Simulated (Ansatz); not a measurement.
4 guesses for InGa3P4 and where they end

Level of theory: Ansatz 0.2.0, DFT PBE, scalar-relativistic, plane waves, PAW. Settings: cutoff 420 eV, Γ-centred meshes spaced at most about 0.3 Å⁻¹, and about 0.25 Å⁻¹ or finer for metals (2π included), Gaussian smearing. No spin polarisation in the final relaxations.

Each guess was relaxed in cell and atoms at zero pressure, within the symmetry of its start. Temperature and zero-point effects are left out. Coordination counts P atoms around Ga and In (those within 1.25 times the shortest such distance or 1.15 times the sum of covalent radii). For orderings, «n of Z unlike» gives the unlike atoms among the Z nearest shared sites at the start, averaged over those sites.

| guess | made from | start group | V start (Å³/atom) | end group | V end (Å³/atom) | coordination at the end | gap on mesh (eV) | E over the lowest end (meV/atom) |
| --- | --- | --- | --- | --- | --- | --- | --- | --- |
| 1 | In/Ga on zinc blende sites, 6.0 of 12 unlike | P-43m | 20.2 | ? | ? | ? | ? | ? |
| 2 | In/Ga on zinc blende sites, 4.0 of 12 unlike | P-4m2 | 20.2 | P-4m2 | 22.2 | In 4, Ga 4 | 1.11 | 0 |
| 3 | In/Ga on rock salt sites, 6.0 of 12 unlike | Pm-3m | 20.2 | Pm-3m | 18.3 | In 6, Ga 6 | 0 | 392 |
| 4 | In/Ga on rock salt sites, 5.0 of 12 unlike | Cmmm | 20.2 | Cmmm | 18.2 | In 6, Ga 6 | 0 | 368 |

Guess 1 as it starts:

```yaml
crystal:
  lattice:
    - [5.44337, 0.00000, 0.00000]
    - [0.00000, 5.44337, 0.00000]
    - [0.00000, 0.00000, 5.44337]
  atoms:
    - { symbol: In, position: [0.50000, 0.50000, 0.50000] }
    - { symbol: Ga, position: [0.00000, 0.00000, 0.50000] }
    - { symbol: Ga, position: [0.00000, 0.50000, 0.00000] }
    - { symbol: Ga, position: [0.50000, 0.00000, 0.00000] }
    - { symbol: P, position: [0.75000, 0.75000, 0.75000] }
    - { symbol: P, position: [0.75000, 0.25000, 0.25000] }
    - { symbol: P, position: [0.25000, 0.75000, 0.25000] }
    - { symbol: P, position: [0.25000, 0.25000, 0.75000] }
```

Q: Predict the end of this guess and its energy over the lowest end.

A: It ends in In and Ga ordered on zinc blende sites, space group P-43m (No. 215), with a = 5.621 Å, 22.2 Å³/atom and a gap of 1.05 eV; its coordination is In 4, Ga 4. It lies 3 meV/atom over the lowest end, within the noise of guess 2 and below guess 4. Counting P atoms around Ga and In, this end and the lowest (guess 2) both have In 4, Ga 4.

Space group P-43m (No. 215). a = 5.621 Å, b = 5.621 Å, c = 5.621 Å, α = 90.00°, β = 90.00°, γ = 90.00°
```csv
atom,site,symmetry,x,y,z
In,1b,-43m,0.5000,0.5000,0.5000
Ga,3d,-42.m,0.0000,0.0000,0.5000
P,4e,.3m,0.7600,0.7600,0.7600
```

Energies over the elements count from the elements' standard structures at the same level, with no fitted energy shifts. The references include black phosphorus.

Q: Is the lowest end bound against the elements?

A: Yes: its formation energy is −0.367 eV/atom. It lies below the elements, which doesn't yet make it stable against other compounds or structures.

For metals, differences of a few meV/atom aren't resolved. Kohn–Sham gaps at this level usually fall short of measured ones. The reference form of P is held partly by dispersion forces, which this level lacks. Cells relaxed within their symmetry can be saddle points. A lower structure may well exist outside this small set. Some structure types and database cells were kept out of the candidates from the start, so a known form may be missing.
